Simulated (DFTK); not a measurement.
# PbS (Galena) under changes of volume

One of the cells (26.086 Å³/atom); the others are scaled copies at fixed shape and fractional positions:

```
CELL_PARAMETERS angstrom
0.00000 2.96575 2.96575
2.96575 0.00000 2.96575
2.96575 2.96575 0.00000
ATOMIC_POSITIONS crystal
Pb 0.00000 0.00000 0.00000
S 0.50000 0.50000 0.50000
```

- Program: DFTK 0.8.2
- Functional: PBEsol
- Potentials or basis: dojo.nc.sr.pbesol.v0_4_1.standard.upf (PBEsol)
- Cutoff: 925 eV
- k mesh: 8 × 8 × 8
- Occupations: fermi-dirac, width 0.05 eV
- Spin: no spin polarisation

| volume (Å³/atom) | energy over the lowest point (meV/atom) | pressure (GPa) | gap on the mesh (eV) |
| --- | --- | --- | --- |
| 24.521 | 11.18 | 3.1 | 0.01 |
| 25.042 | ? | ? | ? |
| 25.564 | 0.00 | 0.4 | 0.18 |
| 26.086 | 0.69 | -0.8 | 0.26 |
| 26.607 | 5.06 | -1.9 | 0.33 |
| 27.129 | 12.75 | -2.8 | 0.40 |
| 27.651 | 23.42 | -3.7 | 0.46 |

What does the run at 25.042 Å³/atom give?

Energy over the lowest point 3.37 meV/atom; pressure 1.7 GPa; gap on the mesh 0.10 eV.

Worked out: A Birch-Murnaghan fit of order 3 (a polynomial in V^(-2/3)) to the other rows has its minimum at 25.73 Å³/atom with B0 = V·E''(V) = 59 GPa and B' = 4.0. It gives 3.35 meV/atom at 25.042 Å³/atom, against the run's 3.37, and -dE/dV = 1.7 GPa, against 1.7.

Energies are extrapolated to zero smearing.

Caveats: spin-orbit coupling is left out, which as a rule narrows the gap of such compounds by several tenths of an eV.

A mesh can miss the band edges.
